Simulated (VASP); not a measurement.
# CdS (Greenockite) (P6_3mc) in VASP: notebook

One crystal, CdS (Greenockite), is run at these levels: PBE; tasks: dielectric tensor.

All numbers are computed with VASP 6.6.1; they aren't measurements. Logs are shortened: lines on timing, memory, paths and dates and some standing lists are left out, and cuts for length are marked.

**1. The crystal as given**

The structure is hexagonal, space group P6_3mc (No. 186). Conventional cell: a = 4.150 Å, b = 4.150 Å, c = 6.737 Å, α = 90.00°, β = 90.00°, γ = 120.00°. Cd (site symmetry 3m) is surrounded by 4 S at 2.53 to 2.54 Å. S (site symmetry 3m) is surrounded by 4 Cd at 2.53 to 2.54 Å.

**2. Dielectric tensor, PBE**

The input, INCAR:

```
PREC     = Accurate       # precision mode
ENCUT    = 600            # plane-wave cutoff, eV
EDIFF    = 1E-8           # SCF threshold, eV
ISMEAR   = 0              # smearing method
SIGMA    = 0.01           # smearing width, eV
LREAL    = F              # projectors in reciprocal space
LASPH    = T              # aspherical terms in the spheres
NELM     = 100            # most SCF steps
ALGO     = Normal         # electronic algorithm
ISIF     = 2              # what is computed and relaxed
LWAVE    = F              # write WAVECAR
LCHARG   = F              # write CHGCAR
GGA      = PE             # functional
LEPSILON = T              # dielectric tensor by DFPT
```

The input, KPOINTS:

```
regular mesh
0
Gamma
  5 5 3
```

The input, POSCAR:

```
CdS
1.0
    4.1500000000      0.0000000000      0.0000000000
   -2.0750000000      3.5940054257      0.0000000000
    0.0000000000      0.0000000000      6.7370000000
Cd S
2 2
Direct
    0.6666666667      0.3333333333      0.5000000000
    0.3333333333      0.6666666667      0.0000000000
    0.6666666667      0.3333333333      0.8750000000
    0.3333333333      0.6666666667      0.3750000000
```

Potentials or basis: VASP PAW PBE potentials, release 64 (Cd, S).

Command:

```bash
$ cat potpaw_PBE.64/Cd/POTCAR potpaw_PBE.64/S/POTCAR > POTCAR
$ mpirun -np 1 vasp_std > vasp.out
```

OUTCAR:

```text
PREC = Accurate
   ENCUT = 600
   EDIFF = 1E-8
   ISMEAR = 0
   LREAL = F
   LASPH = T
   NELM = 100
   ISIF = 2
   GGA = PE
   LEPSILON = T

 Found     10 irreducible k-points:

 Following reciprocal coordinates:
            Coordinates               Weight
  0.000000  0.000000  0.000000      1.000000
  0.200000 -0.000000  0.000000      6.000000
  0.400000 -0.000000  0.000000      6.000000
  0.200000  0.200000  0.000000      6.000000
  0.400000  0.200000  0.000000      6.000000
  0.000000  0.000000  0.333333      2.000000
   k-points           NKPTS =     10   k-points in BZ     NKDIM =     10   number of bands    NBANDS=     22
   number of dos      NEDOS =    301   number of ions     NIONS =      4
   total plane-waves  NPLWV =  69984
   dimension x,y,z NGX =    36 NGY =   36 NGZ =   54
   dimension x,y,z NGXF=    72 NGYF=   72 NGZF=  108
   ions per type =               2   2
   NGX,Y,Z   is equivalent  to a cutoff of  14.42, 14.42, 13.33 a.u.
   NGXF,Y,Z  is equivalent  to a cutoff of  28.84, 28.84, 26.65 a.u.
 SYSTEM =  unknown system
   PREC   = accura    normal or accurate (medium, high low for compatibility)
   ISTART =      0    job   : 0-new  1-cont  2-samecut
   ICHARG =      2    charge: 1-file 2-atom 10-const
   ISPIN  =      1    spin polarized calculation?
   LNONCOLLINEAR =      F non collinear calculations
   LSORBIT =      F    spin-orbit coupling
   LASPH  =      T    aspherical Exc in radial PAW
   ENCUT  =  600.0 eV  44.10 Ry    6.64 a.u.   8.29  8.29 13.46*2*pi/ulx,y,z
   NELM   =    100;   NELMIN=  2; NELMDL= -5     # of ELM steps
   EDIFF  = 0.1E-07   stopping-criterion for ELM
   LREAL  =      F    real-space projection
   EDIFFG = 0.1E-06   stopping-criterion for IOM
   NSW    =      0    number of steps for IOM
   IBRION =     -1    ionic relax: 0-MD 1-quasi-New 2-CG
   NFREE  =      0    steps in history (QN), initial steepest desc. (CG)
   ISIF   =      2    stress and relaxation
   ISYM   =      2    0-nonsym 1-usesym 2-fastsym
   POTIM  = 0.5000    time-step for ionic-motion
   TEBEG  =    0.0;   TEEND  =   0.0 temperature during run
   PSTRESS=    0.0 pullay stress
   NELECT =      36.0000    total number of electrons
   NUPDOWN=      -1.0000    fix difference up-down
   EMIN   =  10.00;   EMAX   =-10.00  energy-range for DOS
   EFERMI =   0.00;   METHOD = LEGACY
   ISMEAR =     0;   SIGMA  =   0.01  broadening in eV -4-tet -1-fermi 0-gaus
   EFERMI_NEDOS =   21; number of points for ismear=-14 and -15
   IALGO  =     38    algorithm
   IMIX   =      4    mixing-type and parameters
     AMIX     =   0.40;   BMIX     =  1.00
     AMIX_MAG =   1.60;   BMIX_MAG =  1.00
  volume/ion in A,a.u.               =      25.12       169.52
  Fermi-wavevector in a.u.,A,eV,Ry     =   1.162727  2.197236 18.394190  1.351935
  Thomas-Fermi vector in A             =   2.299285
   LORBIT       =      0    0 simple, 1 ext, 2 COOP (PROOUT), +10 PAW based schemes
[... 205 lines left out ...]
  free  energy   TOTEN  =       -12.2583278645 eV

  energy  without entropy=      -12.2583278645  energy(sigma->0) =      -12.25832786

 HEAD OF MICROSCOPIC STATIC DIELECTRIC TENSOR (INDEPENDENT PARTICLE, excluding Hartree and local field effects)
 ------------------------------------------------------
           7.839637     0.000000     0.000000
           0.000000     7.839637     0.000000
           0.000000    -0.000000     7.654308
 ------------------------------------------------------

 Free energy of the ion-electron system (eV)
  ---------------------------------------------------
  ---------------------------------------------------
  free energy    TOTEN  =        -1.94566206 eV

  energy without entropy =       -1.94566206

------------------------ aborting loop because EDIFF is reached ----------------------------------------

--------------------------------------- Ionic step        2  -------------------------------------------

------------------------ aborting loop because EDIFF is reached ----------------------------------------

--------------------------------------- Ionic step        3  -------------------------------------------

 Free energy of the ion-electron system (eV)
  ---------------------------------------------------
  ---------------------------------------------------
  free energy    TOTEN  =        -1.89545482 eV

  energy without entropy =       -1.89545482

------------------------ aborting loop because EDIFF is reached ----------------------------------------

 PIEZOELECTRIC TENSOR FIELD DIRECTION 3  (e Angst)
 -----------------------------------------------------------------------------
     2.23450  0.00000  0.00000           ( -0.02272  0.00000  0.00000)
     0.00000  2.23450  0.00000           (  0.00000 -0.02272 -0.00000)
     0.00000  0.00000 -4.44824           (  0.00000 -0.00000  0.04203)

 PIEZOELECTRIC TENSOR FIELD DIRECTION 3  (C/m^2)
 -----------------------------------------------------------------------------
     0.35628  0.00000  0.00000
     0.00000  0.35628  0.00000
     0.00000  0.00000 -0.70926

 MACROSCOPIC STATIC DIELECTRIC TENSOR (including local field effects in DFT)
 ------------------------------------------------------
           7.530157    -0.000000     0.000000
          -0.000000     7.530157     0.000000
           0.000000     0.000000     7.368434
 ------------------------------------------------------

 PIEZOELECTRIC TENSOR (including local field effects)  for field in x, y, z        (e  Angst)
          XX          YY          ZZ          XY          YZ          ZX
  --------------------------------------------------------------------------------
  x     0.00000     0.00000     0.00000    -0.00000     0.00000     2.33375
  y     0.00000     0.00000     0.00000     0.00000     2.33375     0.00000
  z     2.23450     2.23450    -4.44824     0.00000     0.00000     0.00000

 PIEZOELECTRIC TENSOR (including local field effects)  for field in x, y, z        (C/m^2)
          XX          YY          ZZ          XY          YZ          ZX
  --------------------------------------------------------------------------------
  x     0.00000     0.00000     0.00000    -0.00000     0.00000     0.37211
  y     0.00000     0.00000     0.00000     0.00000     0.37211     0.00000
  z     0.35628     0.35628    -0.70926     0.00000     0.00000     0.00000

 BORN EFFECTIVE CHARGES (including local field effects) (in |e|, cummulative output)
 ---------------------------------------------------------------------------------
 ion    1
    1     2.27294     0.00000     0.00000
    2    -0.00000     2.27294     0.00000
    3     0.00000     0.00000     2.31449
 ion    2
    1     2.27294    -0.00000     0.00000
    2     0.00000     2.27294     0.00000
    3    -0.00000     0.00000     2.31449
 ion    3
    1    -2.27294    -0.00000     0.00000
    2    -0.00000    -2.27294     0.00000
    3     0.00000     0.00000    -2.31449
 ion    4
    1    -2.27294     0.00000     0.00000
    2    -0.00000    -2.27294     0.00000
    3     0.00000     0.00000    -2.31449
```

Wall time 3 min (1 thread of Intel Xeon 6975P-C (Granite Rapids), shared host); peak memory 0.37 GiB.

The run converged, but some of its settings lie outside the range that counts as converged, so its numbers aren't taken as properties of the crystal.

What came out:

```
Band gap on the k mesh                  : 1.20 eV, direct
Electronic dielectric tensor (diagonal) : 7.53, 7.53, 7.37
Born charges (mean of the diagonal)     : Cd +2.29; S -2.29 e
```

(Part 1 of 2 ends here.)
